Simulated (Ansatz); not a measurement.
GeO2: pressure series

The parent structure is GeO2 in the rutile structure (space group P4_2/mnm, No. 136).

```yaml
crystal:
  lattice:
    - [4.48750, 0.00000, 0.00000]
    - [0.00000, 4.48750, 0.00000]
    - [0.00000, 0.00000, 2.90497]
  atoms:
    - { symbol: Ge, position: [0.00000, 0.00000, 0.00000] }
    - { symbol: Ge, position: [0.50000, 0.50000, 0.50000] }
    - { symbol: O, position: [0.30714, 0.30714, 0.00000] }
    - { symbol: O, position: [0.80714, 0.19286, 0.50000] }
    - { symbol: O, position: [0.19286, 0.80714, 0.50000] }
    - { symbol: O, position: [0.69286, 0.69286, 0.00000] }
```

Cell and atoms are relaxed at each pressure.

All numbers come from PBE in Ansatz (plane waves to 420 eV, PAW, scalar-relativistic without spin-orbit coupling).

```
pressure (GPa)  volume per atom (Å³/atom)
--------------  -------------------------
-2                                  9.855
-1                                  9.801
0                                   9.750
1.8                                     ?
4.2                                 9.554
9                                   9.360
18                                  9.053
45                                  8.383
60                                  8.103
```

Task: Fit the third-order Birch–Murnaghan form P(V) = (3B₀/2)[(V₀/V)^(7/3) − (V₀/V)^(5/3)]·[1 + (3/4)(B₀′ − 4)((V₀/V)^(2/3) − 1)] (squares taken in P) to the rows shown and predict the withheld row.

Result: Least squares on the printed values gives V₀ = 9.750 Å³/atom, B₀ = 200 GPa, B₀′ = 5.2; this predicts 9.665 Å³/atom, and the run gives 9.663 Å³/atom, 0.002 lower.

Measured bulk modulus of GeO2: 251 GPa (room temperature; as listed in Cem Sevik, Ceyhun Bulutay, Journal of Materials Science (2007)); the computed value is for a static lattice, so the two differ by thermal effects too.

Load acts through the strain it causes; cell and atoms are relaxed under it. Stability against distortions was not tested. Competing high-pressure phases were not computed.

Ansatz is a program for electronic structure.
